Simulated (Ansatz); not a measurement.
Input, command and steps of an Ansatz relaxation.

```yaml
crystal:
  lattice:
    - [4.2680494558, 0.0, 0.0]
    - [-2.1340247279, 3.6962392534, 0.0]
    - [0.0, 0.0, 38.569867742]
  atoms:
    - { symbol: Sr, position: [0.0, 0.0, 0.0] }
    - { symbol: Sr, position: [0.3333333333, 0.6666666667, 0.0909090909] }
    - { symbol: Sr, position: [0.0, 0.0, 0.1818181818] }
    - { symbol: Sr, position: [0.3333333333, 0.6666666667, 0.2727272727] }
    - { symbol: Sr, position: [0.6666666667, 0.3333333333, 0.3636363636] }
    - { symbol: Sr, position: [0.3333333333, 0.6666666667, 0.4545454545] }
    - { symbol: Sr, position: [0.0, 0.0, 0.5454545455] }
    - { symbol: Sr, position: [0.3333333333, 0.6666666667, 0.6363636364] }
    - { symbol: Sr, position: [0.6666666667, 0.3333333333, 0.7272727273] }
    - { symbol: Sr, position: [0.0, 0.0, 0.8181818182] }
    - { symbol: Sr, position: [0.3333333333, 0.6666666667, 0.9090909091] }
basis:
  ecutwfc: 420
kpoints:
  mp_grid: { grid: [12, 12, 2] }
hamiltonian:
  xc: pbe
scf:
  occupations: { method: gaussian, width: 0.1 }
output:
  forces: true
  stress: true
  eigenvalues: true
  populations: true
relax:
  adjacent_minimum: "off"
  f_tol: 0.01
  max_steps: 45
  cell: { stress_tol: 0.05 }
```

```bash
ansatz run input.yaml --threads 1 --pin off --max-ram 2560MiB --backend cpu --events-out ev --progress --plain --runs-dir out
```

These are results of Ansatz 0.2.0, DFT PBE, scalar-relativistic, plane waves, PAW, not measurements.

Of 4 frames 4 are shown, positions in Å and forces in eV/Å; the SCF threshold varies from step to step. Steps run on the plane waves of an earlier cell, with a Pulay correction in the pressure. The basis is chosen afresh for the last frame, the zero of the energies, and can be on the way; energy and pressure step there, also at an unchanged geometry.

```xyz
11
Lattice="4.2680 0.0000 0.0000 -2.1340 3.6962 0.0000 0.0000 0.0000 38.5699" Properties=species:S:1:pos:R:3:forces:R:3 pbc="T T T" step=1 free_energy_over_end_meV_per_atom=0.12 pressure_GPa=-0.06
Sr    0.0000    0.0000    0.0000    0.0000    0.0000    0.0010
Sr    0.0000    2.4642    3.5064    0.0000    0.0000   -0.0010
Sr    0.0000    0.0000    7.0127    0.0000    0.0000    0.0090
Sr    0.0000    2.4642   10.5191    0.0000    0.0000   -0.0010
Sr    2.1340    1.2321   14.0254    0.0000    0.0000    0.0000
Sr    0.0000    2.4642   17.5318    0.0000    0.0000    0.0000
Sr    0.0000    0.0000   21.0381    0.0000    0.0000    0.0000
Sr    0.0000    2.4642   24.5445    0.0000    0.0000    0.0100
Sr    2.1340    1.2321   28.0508    0.0000    0.0000    0.0000
Sr    0.0000    0.0000   31.5572    0.0000    0.0000   -0.0090
Sr    0.0000    2.4642   35.0635    0.0000    0.0000   -0.0090
11
Lattice="4.2672 0.0000 0.0000 -2.1336 3.6955 0.0000 0.0000 0.0000 38.5033" Properties=species:S:1:pos:R:3:forces:R:3 pbc="T T T" step=2 free_energy_over_end_meV_per_atom=0.04 pressure_GPa=-0.04
Sr    0.0000    0.0000   -0.0039    0.0000    0.0000    0.0010
Sr    0.0000    2.4637    3.5004    0.0000    0.0000   -0.0010
Sr    0.0000    0.0000    7.0056    0.0000    0.0000    0.0040
Sr    0.0000    2.4637   10.5045    0.0000    0.0000    0.0000
Sr    2.1336    1.2318   14.0044    0.0000    0.0000    0.0000
Sr    0.0000    2.4637   17.5049    0.0000    0.0000    0.0000
Sr    0.0000    0.0000   21.0056    0.0000    0.0000    0.0000
Sr    0.0000    2.4637   24.5066    0.0000    0.0000    0.0050
Sr    2.1336    1.2318   28.0006    0.0000    0.0000    0.0000
Sr    0.0000    0.0000   31.4941    0.0000    0.0000   -0.0040
Sr    0.0000    2.4637   34.9937    0.0000    0.0000   -0.0040
11
Lattice="4.2664 0.0000 0.0000 -2.1332 3.6948 0.0000 0.0000 0.0000 38.3885" Properties=species:S:1:pos:R:3:forces:R:3 pbc="T T T" step=3 free_energy_over_end_meV_per_atom=0.00 pressure_GPa=0.00
Sr    0.0000    0.0000   -0.0093    0.0000    0.0000    0.0000
Sr    0.0000    2.4632    3.4881    0.0000    0.0000    0.0000
Sr    0.0000    0.0000    6.9886    0.0000    0.0000    0.0010
Sr    0.0000    2.4632   10.4780    0.0000    0.0000    0.0000
Sr    2.1332    1.2316   13.9688    0.0000    0.0000   -0.0010
Sr    0.0000    2.4632   17.4589    0.0000    0.0000   -0.0010
Sr    0.0000    0.0000   20.9477    0.0000    0.0000    0.0000
Sr    0.0000    2.4632   24.4369    0.0000    0.0000    0.0010
Sr    2.1332    1.2316   27.9139    0.0000    0.0000    0.0000
Sr    0.0000    0.0000   31.3913    0.0000    0.0000   -0.0010
Sr    0.0000    2.4632   34.8797    0.0000    0.0000   -0.0010
11
Lattice="4.2664 0.0000 0.0000 -2.1332 3.6948 0.0000 0.0000 0.0000 38.3885" Properties=species:S:1:pos:R:3:forces:R:3 pbc="T T T" step=4 free_energy_over_end_meV_per_atom=0.00 pressure_GPa=0.00
Sr    0.0000    0.0000   -0.0093    0.0000    0.0000    0.0000
Sr    0.0000    2.4632    3.4881    0.0000    0.0000    0.0000
Sr    0.0000    0.0000    6.9886    0.0000    0.0000    0.0010
Sr    0.0000    2.4632   10.4780    0.0000    0.0000    0.0000
Sr    2.1332    1.2316   13.9688    0.0000    0.0000   -0.0010
Sr    0.0000    2.4632   17.4589    0.0000    0.0000   -0.0010
Sr    0.0000    0.0000   20.9477    0.0000    0.0000    0.0000
Sr    0.0000    2.4632   24.4369    0.0000    0.0000    0.0010
Sr    2.1332    1.2316   27.9139    0.0000    0.0000    0.0000
Sr    0.0000    0.0000   31.3913    0.0000    0.0000   -0.0010
Sr    0.0000    2.4632   34.8797    0.0000    0.0000   -0.0010
```

The run took 9.9 min on 1 thread of Intel(R) Xeon(R) Platinum 8259CL CPU @ 2.50GHz (Skylake/Cascade Lake), on a shared host, peak memory 1.4 GiB.